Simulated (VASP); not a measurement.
# Au (P6_3/mmc) in VASP: notebook

The runs below take Au through band structure, density of states, with RPBE+D3, r2SCAN+D3(BJ).

Program: VASP 6.6.1. These are calculated values, not measurements. Logs are shortened: lines on timing, memory, paths and dates and some standing lists are left out, and cuts for length are marked.

## Step 1: Starting point

The structure is hexagonal, space group P6_3/mmc (No. 194). The conventional cell has a = 2.900 Å, b = 2.900 Å, c = 4.880 Å, α = 90.00°, β = 90.00°, γ = 120.00°. Au (site symmetry -6m2) has 12 Au at 2.90 to 2.96 Å as nearest neighbours.

This isn't the form of Au at room conditions, which is fcc.

## Step 2: Band structure, RPBE+D3, spin-orbit coupling, no magnetisation

The input, run.py:

```python
from ase.calculators.vasp import Vasp
from ase.dft.bandgap import bandgap
from ase.spacegroup import crystal

atoms = crystal(
    ['Au'],
    basis=[[0.6666666667, 0.3333333333, 0.25]],
    spacegroup=194,
    setting=1,
    cellpar=[2.9, 2.9, 4.88, 90.0, 90.0, 120.0],
    primitive_cell=True,
)
calc = Vasp(
    directory='calc',
    xc='rpbe',
    pp='PBE',
    setups='recommended',
    prec='Accurate',
    encut=520,
    ediff=1e-06,
    ismear=0,
    sigma=0.05,
    lreal=False,
    lasph=True,
    nelm=80,
    algo='Normal',
    isif=2,
    lwave=False,
    lcharg=True,
    lorbit=11,
    lsorbit=True,
    gga_compat=False,
    lmaxmix=4,
    ivdw=11,
    kpts=[8, 8, 5],
    gamma=True,
    nbands=34,
)
atoms.calc = calc

print('energy (eV):', atoms.get_potential_energy())
print('free energy (eV):', atoms.get_potential_energy(force_consistent=True))
efermi = calc.get_fermi_level()
print('Fermi level (eV):', efermi)
path = atoms.cell.bandpath(npoints=40, eps=1e-4)
print('path:', path.path)
calc.set(kpts=path.kpts, reciprocal=True, icharg=11, isym=0, lcharg=False)
calc.calculate(atoms)
print('gap on the path (eV):', bandgap(calc, efermi=efermi)[0])
print('direct gap on the path (eV):', bandgap(calc, efermi=efermi, direct=True)[0])
```

Potentials or basis: VASP PAW PBE potentials, release 64 (Au).

Run with:

```console
$ python run.py
```

The log of the run:

```text
energy (eV): -7.7622349900000005
free energy (eV): -7.76368788
Fermi level (eV): 8.9196945
path: GMKGALHA,LM,KH
gap on the path (eV): 0.0
direct gap on the path (eV): 0.0
```

OUTCAR:

```text
ENCUT = 520.000000
   EDIFF = 1.00e-06
   GGA = RP
   PREC = Accurate
   ICHARG = 11
   ISIF = 2
   ISMEAR = 0
   ISYM = 0
   LORBIT = 11
   NELM = 80
   IVDW = 11
   LASPH = .TRUE.
   LSORBIT = .TRUE.
   LREAL = .FALSE.
 IVDW          = 11

 ion  position               nearest neighbor table
   1  0.667  0.333  0.250-   2 2.96   2 2.96   2 2.96   2 2.96   2 2.96   2 2.96
   2  0.333  0.667  0.750-   1 2.96   1 2.96   1 2.96   1 2.96   1 2.96   1 2.96

IMPORTANT INFORMATION: All symmetrisations will be switched off!
NOSYMM: (Re-)initialisation of all symmetry stuff for point group C_1.

----------------------------------------------------------------------------------------

                                     Primitive cell

  volume of cell :      35.5424

  direct lattice vectors                    reciprocal lattice vectors
     2.900000000  0.000000000  0.000000000     0.344827586  0.199086300  0.000000000
    -1.450000000  2.511473671  0.000000000     0.000000000  0.398172599  0.000000000
     0.000000000  0.000000000  4.880000000     0.000000000  0.000000000  0.204918033

  length of vectors
     2.900000000  2.900000000  4.880000000     0.398172599  0.398172599  0.204918033

  position of ions in fractional coordinates (direct lattice)
     0.666666667  0.333333333  0.250000000
     0.333333333  0.666666667  0.750000000

  ion indices of the primitive-cell ions
   primitive index   ion index
                 1           1
                 2           2

----------------------------------------------------------------------------------------

 KPOINTS: KPOINTS created by Atomic Simulation Env

Read explicit list of k-points.

 Found     40 k-points:

 Following reciprocal coordinates:
            Coordinates               Weight
  0.000000  0.000000  0.000000      0.025000
  0.100000  0.000000  0.000000      0.025000
  0.200000  0.000000  0.000000      0.025000
  0.300000  0.000000  0.000000      0.025000
  0.400000  0.000000  0.000000      0.025000
  0.500000  0.000000  0.000000      0.025000
[... 16 lines left out ...]
  0.444444  0.111111  0.500000      0.025000
  0.388889  0.222222  0.500000      0.025000
 [... further k-points ...]
   k-points           NKPTS =     40   k-points in BZ     NKDIM =     40   number of bands    NBANDS=     34
   number of dos      NEDOS =    301   number of ions     NIONS =      2
   total plane-waves  NPLWV =  20736
   dimension x,y,z NGX =    24 NGY =   24 NGZ =   36
   dimension x,y,z NGXF=    48 NGYF=   48 NGZF=   72
   ions per type =               2
   NGX,Y,Z   is equivalent  to a cutoff of  13.76, 13.76, 12.26 a.u.
   NGXF,Y,Z  is equivalent  to a cutoff of  27.52, 27.52, 24.53 a.u.
 SYSTEM =  unknown system
   PREC   = accura    normal or accurate (medium, high low for compatibility)
   ISTART =      0    job   : 0-new  1-cont  2-samecut
   ICHARG =     11    charge: 1-file 2-atom 10-const
   ISPIN  =      1    spin polarized calculation?
   LNONCOLLINEAR =      T non collinear calculations
   LSORBIT =      T    spin-orbit coupling
   LASPH  =      T    aspherical Exc in radial PAW
   ENCUT  =  520.0 eV  38.22 Ry    6.18 a.u.   5.39  5.39  9.07*2*pi/ulx,y,z
   NELM   =     80;   NELMIN=  2; NELMDL=  0     # of ELM steps
   EDIFF  = 0.1E-05   stopping-criterion for ELM
   LREAL  =      F    real-space projection
[... 45 lines left out ...]

 E-fermi :   9.2182     XC(G=0): -12.3847

 val. band max:        9.1286881399   @ k =   0.5000   0.0000   0.1667
 cond. band min:       9.3102386298   @ k =   0.5000   0.0000   0.0000
 fundamental gap:      0.1815504899
 Fermi energy:         9.2181704739

 k-point     1 :       0.0000    0.0000    0.0000
  band No.  band energies     occupation
      1      -0.4906      1.00000
      2      -0.4905      1.00000
      3       1.7789      1.00000
      4       1.7790      1.00000
      5       3.7417      1.00000
      6       3.7418      1.00000
[... 877 lines left out ...]
     33      23.3939      0.00000
     34      23.3946      0.00000

 [... further k-points ...]

------------------------ aborting loop because EDIFF is reached ----------------------------------------

 Edisp (eV)   -2.01558

 E8    (eV) :    -0.5491

  FORCE on cell =-STRESS in cart. coord.  units (eV):
  Direction    XX          YY          ZZ          XY          YZ          ZX
  --------------------------------------------------------------------------------------
  -------------------------------------------------------------------------------------
  Total       0.75016    -4.03474    -0.24219     8.55382     0.00003    -0.00002
  in kB      33.81566  -181.87783   -10.91755   385.58857     0.00124    -0.00073
  external pressure =      -52.99 kB  Pullay stress =        0.00 kB

 VOLUME and BASIS-vectors are now :
 -----------------------------------------------------------------------------
  energy-cutoff  :      520.00
  volume of cell :       35.54
      direct lattice vectors                 reciprocal lattice vectors
     2.900000000  0.000000000  0.000000000     0.344827586  0.199086300  0.000000000
    -1.450000000  2.511473671  0.000000000     0.000000000  0.398172599  0.000000000
     0.000000000  0.000000000  4.880000000     0.000000000  0.000000000  0.204918033

 POSITION                                       TOTAL-FORCE (eV/Angst)
 -----------------------------------------------------------------------------------
      1.45000      0.83716      1.22000        -0.204179     -0.105765     -0.000001
     -0.00000      1.67432      3.66000         0.204179      0.105765      0.000001
 -----------------------------------------------------------------------------------
    total drift:                               -0.000006     -0.000014     -0.000009

  FREE ENERGIE OF THE ION-ELECTRON SYSTEM (eV)
  ---------------------------------------------------
  free  energy   TOTEN  =        -8.9145717510 eV

  energy  without entropy=       -8.9144597029  energy(sigma->0) =       -8.91451573

 Spin-Orbit-Coupling matrix elements

 Ion:    1  E_soc:     -0.5774130
 l=   1
     0.0000000    -0.0231333    -0.0244156
    -0.0231333     0.0000000    -0.0269413
    -0.0244156    -0.0269413     0.0000000
 l=   2
     0.0000000    -0.0129663     0.0000000    -0.0134629    -0.0629988
    -0.0129663     0.0000000    -0.0433574    -0.0113227    -0.0116069
     0.0000000    -0.0433574     0.0000000    -0.0454046     0.0000000
    -0.0134629    -0.0113227    -0.0454046     0.0000000    -0.0130967
    -0.0629988    -0.0116069     0.0000000    -0.0130967     0.0000000
 l=   3
     0.0000000     0.0000000     0.0000000     0.0000000     0.0000000     0.0000000     0.0000000
     0.0000000     0.0000000     0.0000000     0.0000000     0.0000000     0.0000000     0.0000000
     0.0000000     0.0000000     0.0000000     0.0000000     0.0000000     0.0000000     0.0000000
     0.0000000     0.0000000     0.0000000     0.0000000     0.0000000     0.0000000     0.0000000
     0.0000000     0.0000000     0.0000000     0.0000000     0.0000000     0.0000000     0.0000000
     0.0000000     0.0000000     0.0000000     0.0000000     0.0000000     0.0000000     0.0000000
     0.0000000     0.0000000     0.0000000     0.0000000     0.0000000     0.0000000     0.0000000

 Ion:    2  E_soc:     -0.5774134
 l=   1
     0.0000000    -0.0231333    -0.0244157
    -0.0231333     0.0000000    -0.0269412
    -0.0244157    -0.0269412     0.0000000
 l=   2
     0.0000000    -0.0129663     0.0000000    -0.0134629    -0.0629989
    -0.0129663     0.0000000    -0.0433574    -0.0113228    -0.0116070
     0.0000000    -0.0433574     0.0000000    -0.0454045     0.0000000
    -0.0134629    -0.0113228    -0.0454045     0.0000000    -0.0130967
    -0.0629989    -0.0116070     0.0000000    -0.0130967     0.0000000
 l=   3
     0.0000000     0.0000000     0.0000000     0.0000000     0.0000000     0.0000000     0.0000000
     0.0000000     0.0000000     0.0000000     0.0000000     0.0000000     0.0000000     0.0000000
     0.0000000     0.0000000     0.0000000     0.0000000     0.0000000     0.0000000     0.0000000
     0.0000000     0.0000000     0.0000000     0.0000000     0.0000000     0.0000000     0.0000000
     0.0000000     0.0000000     0.0000000     0.0000000     0.0000000     0.0000000     0.0000000
     0.0000000     0.0000000     0.0000000     0.0000000     0.0000000     0.0000000     0.0000000
     0.0000000     0.0000000     0.0000000     0.0000000     0.0000000     0.0000000     0.0000000

 total charge

# of ion       s       p       d       tot
------------------------------------------
    1        0.521   0.334   8.761   9.616
    2        0.521   0.334   8.761   9.616
--------------------------------------------------
tot          1.041   0.669  17.522  19.232

 magnetization (x)

# of ion       s       p       d       tot
------------------------------------------
    1       -0.000  -0.001   0.000  -0.001
    2        0.000   0.001  -0.000   0.001
--------------------------------------------------
tot          0.000   0.000   0.000   0.000

 magnetization (y)

# of ion       s       p       d       tot
------------------------------------------
    1        0.000   0.003  -0.001   0.002
    2       -0.000  -0.003   0.001  -0.002
--------------------------------------------------
tot          0.000   0.000   0.000   0.000

 magnetization (z)

# of ion       s       p       d       tot
------------------------------------------
    1        0.001   0.000  -0.003  -0.002
    2       -0.001  -0.000   0.003   0.002
--------------------------------------------------
tot          0.000   0.000   0.000   0.000
```

INCAR:

```text
ENCUT = 520.000000
SIGMA = 0.050000
EDIFF = 1.00e-06
ALGO = Normal
GGA = RP
PREC = Accurate
ICHARG = 11
ISIF = 2
ISMEAR = 0
ISYM = 0
LMAXMIX = 4
LORBIT = 11
NBANDS = 34
NELM = 80
IVDW = 11
LASPH = .TRUE.
LCHARG = .FALSE.
LWAVE = .FALSE.
LSORBIT = .TRUE.
GGA_COMPAT = .FALSE.
LREAL = .FALSE.
```

Wall time 7.2 min (1 thread of Intel Xeon Platinum 8259CL at 2.50GHz (Skylake/Cascade Lake), shared host); peak memory 0.26 GiB.

Results:

```yaml
Dispersion_energy_per_atom: -1.008 eV
```

Caveat: the log is that of the step along the path at fixed density, whose energy, stress, charges and moments have no meaning; the PAW data sets were made with another functional, which shifts forces and pressure a little.

## Step 3: Density of states, r2SCAN+D3(BJ)

The input, INCAR:

```
ALGO = Normal ; EDIFF = 1E-6
ENCUT = 500 ; ISIF = 2
ISMEAR = -5 ; IVDW = 12
LASPH = True ; LCHARG = False
LMAXMIX = 4 ; LMIXTAU = True
LORBIT = 10 ; LREAL = False
LWAVE = False ; METAGGA = R2SCAN
NEDOS = 1001 ; NELM = 60
PREC = Accurate ; SIGMA = 0.05
VDW_A1 = 0.49484001 ; VDW_A2 = 5.73083694
VDW_S6 = 1.0 ; VDW_S8 = 0.78981345
```

The input, KPOINTS:

```
k-points
0
Gamma
  11 11 6
```

The input, POSCAR:

```
Au
1.0
    2.9000000000      0.0000000000      0.0000000000
   -1.4500000000      2.5114736710      0.0000000000
    0.0000000000      0.0000000000      4.8800000000
Au
2
Direct
    0.6666666667      0.3333333333      0.2500000000
    0.3333333333      0.6666666667      0.7500000000
```

Potentials or basis: VASP PAW PBE potentials, release 64 (Au).

Run with:

```console
$ cat potpaw_PBE.64/Au/POTCAR > POTCAR
$ mpirun -np 1 vasp_std > vasp.out
```

It took 1.9 min on 1 thread of Intel Xeon Platinum 8259CL at 2.50GHz (Skylake/Cascade Lake), shared host; peak memory 0.19 GiB.

It converged, with:

| Item | Value |
| --- | --- |
| Free energy | -101.7887 eV |
| Pressure | -4.4 GPa |
| Band gap on the k mesh | none (metal or under the smearing width) |
| Valence electrons inside the program's atomic spheres | Au 9.64 |
| Dispersion energy per atom | -0.302 eV |

Stress tensor (GPa, compression positive):
```
-4.27  0.00  0.00
 0.00 -4.27  0.00
 0.00  0.00 -4.62
```

Levels at points of the mesh, in eV from the Fermi level:
```
           k point  band 8  band 9  band 10  band 11  band 12  band 13  band 14  band 15
(0.00, 0.00, 0.00)   -3.70   -3.70    -2.40    -2.40    -0.83     2.48    15.43    16.42
(0.00, 0.00, 0.50)   -4.70   -2.84    -2.84    -2.84    -2.84    10.76    10.76    15.67
```

States per cell in windows of 1 eV (zero at the Fermi level; states under -8 eV left out):
| from (eV) | total | Au1_d | Au2_d | Au1_s | Au2_s | Au1_p | Au2_p |
| --- | --- | --- | --- | --- | --- | --- | --- |
| -8.0 | 0.61 | 0.08 | 0.08 | 0.11 | 0.11 | 0.01 | 0.01 |
| -7.0 | 3.03 | 0.99 | 0.99 | 0.17 | 0.17 | 0.04 | 0.04 |
| -6.0 | 3.83 | 1.53 | 1.53 | 0.04 | 0.04 | 0.06 | 0.06 |
| -5.0 | 4.89 | 2.07 | 2.07 | 0.03 | 0.03 | 0.07 | 0.07 |
| -4.0 | 3.68 | 1.61 | 1.61 | 0.02 | 0.02 | 0.05 | 0.05 |
| -3.0 | 4.60 | 2.16 | 2.16 | 0.02 | 0.02 | 0.02 | 0.02 |
| -2.0 | 0.56 | 0.20 | 0.20 | 0.03 | 0.03 | 0.02 | 0.02 |
| -1.0 | 0.58 | 0.14 | 0.14 | 0.04 | 0.04 | 0.04 | 0.04 |
| 0.0 | 0.57 | 0.11 | 0.11 | 0.05 | 0.05 | 0.06 | 0.06 |
| 1.0 | 0.52 | 0.08 | 0.08 | 0.06 | 0.06 | 0.05 | 0.05 |
| 2.0 | 0.60 | 0.08 | 0.08 | 0.09 | 0.09 | 0.06 | 0.06 |
| 3.0 | 0.40 | 0.05 | 0.05 | 0.07 | 0.07 | 0.03 | 0.03 |
| 4.0 | 0.64 | 0.07 | 0.07 | 0.11 | 0.11 | 0.06 | 0.06 |
| 5.0 | 0.79 | 0.07 | 0.07 | 0.10 | 0.10 | 0.10 | 0.10 |
| 6.0 | 0.63 | 0.05 | 0.05 | 0.07 | 0.07 | 0.10 | 0.10 |
| 7.0 | 0.67 | 0.05 | 0.05 | 0.05 | 0.05 | 0.12 | 0.12 |

Caveat: the PAW data sets were made with another functional, which shifts forces and pressure a little; pairwise dispersion overbinds metals, which lowers pressure and volume; tetrahedron occupations give inexact forces and stress in metals.
